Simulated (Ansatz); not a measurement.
# SiC: the cost of one run

Method: DFT PBE, scalar-relativistic, plane waves, PAW, in Ansatz 0.2.0.

## (1) The starting structure

The structure is orthorhombic, space group Cmc2_1 (No. 36). The conventional cell has a = 3.078 Å, b = 5.335 Å, c = 15.122 Å, α = 90.00°, β = 90.00°, γ = 90.00°. Si (site symmetry m) has 4 C at 1.87 to 1.91 Å as nearest neighbours. Si (site symmetry m) has 4 C at 1.87 to 1.92 Å as nearest neighbours. Around C (site symmetry m) lie 4 Si at 1.87 to 1.92 Å. C (site symmetry m) has 4 Si at 1.87 to 1.91 Å as nearest neighbours.

Structure file:

```cif
data_structure
_symmetry_space_group_name_H-M 'Cmc2_1'
_symmetry_Int_Tables_number 36
_cell_length_a 3.0778
_cell_length_b 5.3350
_cell_length_c 15.1219
_cell_angle_alpha 90.000
_cell_angle_beta 90.000
_cell_angle_gamma 90.000
_cell_volume 248.30
loop_
_atom_site_label
_atom_site_type_symbol
_atom_site_symmetry_multiplicity
_atom_site_Wyckoff_symbol
_atom_site_fract_x
_atom_site_fract_y
_atom_site_fract_z
_atom_site_occupancy
Si1 Si 4 a 0.00000 0.83270 0.35800 1
Si2 Si 4 a 0.50000 0.99930 0.02410 1
Si3 Si 4 a 0.50000 0.66430 0.19124 1
C1 C 4 a 0.00000 0.50400 0.15030 1
C2 C 4 a 0.00000 0.84000 0.48170 1
C3 C 4 a 0.50000 0.67100 0.31680 1
```

The runs take a perfect supercell of 48 atoms; the defect goes to fractional position (0.987, 0.167, 0.858).

## (2) The perfect supercell

input.yaml

```yaml
crystal:
  lattice:
    - [-6.1556, 0.0, 0.0]
    - [-3.0778, -5.335, 0.0]
    - [-3.0778, 0.0, 15.1219]
  atoms:
    - { symbol: Si, position: [0.98735, 0.1673, 0.858] }
    - { symbol: Si, position: [0.48735, 0.1673, 0.858] }
    - { symbol: Si, position: [0.98735, 0.6673, 0.858] }
    - { symbol: Si, position: [0.48735, 0.6673, 0.858] }
    - { symbol: Si, position: [0.90465, 0.8327, 0.358] }
    - { symbol: Si, position: [0.40465, 0.8327, 0.358] }
    - { symbol: Si, position: [0.90465, 0.3327, 0.358] }
    - { symbol: Si, position: [0.40465, 0.3327, 0.358] }
    - { symbol: Si, position: [0.9876, 0.5007, 0.5241] }
    - { symbol: Si, position: [0.4876, 0.5007, 0.5241] }
    - { symbol: Si, position: [0.9876, 0.0007, 0.5241] }
    - { symbol: Si, position: [0.4876, 0.0007, 0.5241] }
    - { symbol: Si, position: [0.7383, 0.4993, 0.0241] }
    - { symbol: Si, position: [0.2383, 0.4993, 0.0241] }
    - { symbol: Si, position: [0.7383, 0.9993, 0.0241] }
    - { symbol: Si, position: [0.2383, 0.9993, 0.0241] }
    - { symbol: Si, position: [0.73653, 0.8357, 0.69124] }
    - { symbol: Si, position: [0.23653, 0.8357, 0.69124] }
    - { symbol: Si, position: [0.73653, 0.3357, 0.69124] }
    - { symbol: Si, position: [0.23653, 0.3357, 0.69124] }
    - { symbol: Si, position: [0.82223, 0.1643, 0.19124] }
    - { symbol: Si, position: [0.32223, 0.1643, 0.19124] }
    - { symbol: Si, position: [0.82223, 0.6643, 0.19124] }
    - { symbol: Si, position: [0.32223, 0.6643, 0.19124] }
    - { symbol: C, position: [0.92685, 0.496, 0.6503] }
    - { symbol: C, position: [0.42685, 0.496, 0.6503] }
    - { symbol: C, position: [0.92685, 0.996, 0.6503] }
    - { symbol: C, position: [0.42685, 0.996, 0.6503] }
    - { symbol: C, position: [0.67285, 0.504, 0.1503] }
    - { symbol: C, position: [0.17285, 0.504, 0.1503] }
    - { symbol: C, position: [0.67285, 0.004, 0.1503] }
    - { symbol: C, position: [0.17285, 0.004, 0.1503] }
    - { symbol: C, position: [0.92915, 0.16, 0.9817] }
    - { symbol: C, position: [0.42915, 0.16, 0.9817] }
    - { symbol: C, position: [0.92915, 0.66, 0.9817] }
    - { symbol: C, position: [0.42915, 0.66, 0.9817] }
    - { symbol: C, position: [0.83915, 0.84, 0.4817] }
    - { symbol: C, position: [0.33915, 0.84, 0.4817] }
    - { symbol: C, position: [0.83915, 0.34, 0.4817] }
    - { symbol: C, position: [0.33915, 0.34, 0.4817] }
    - { symbol: C, position: [0.6771, 0.829, 0.8168] }
    - { symbol: C, position: [0.1771, 0.829, 0.8168] }
    - { symbol: C, position: [0.6771, 0.329, 0.8168] }
    - { symbol: C, position: [0.1771, 0.329, 0.8168] }
    - { symbol: C, position: [0.7561, 0.171, 0.3168] }
    - { symbol: C, position: [0.2561, 0.171, 0.3168] }
    - { symbol: C, position: [0.7561, 0.671, 0.3168] }
    - { symbol: C, position: [0.2561, 0.671, 0.3168] }
basis:
  ecutwfc: 420
  fft_grid_basis: typed
kpoints:
  mp_grid: { grid: [2, 2, 2] }
hamiltonian:
  xc: pbe
  pseudopotentials: { kind: paw }
scf:
  occupations: { method: gaussian, width: 0.05 }
output:
  forces: true
  stress: false
  eigenvalues: true
  bader: false
  write_density: true
  volumetric_format: npy
```

On the command line:

```bash
> ansatz run input.yaml --threads 4 --pin off --max-ram 10240MiB --backend cpu --events-out ev --progress --plain --runs-dir out
```

Q: Estimate wall time and peak memory on 4 threads of Arm Neoverse N1, shared host.

About 8.7 s, with a peak of 1.8 GiB.
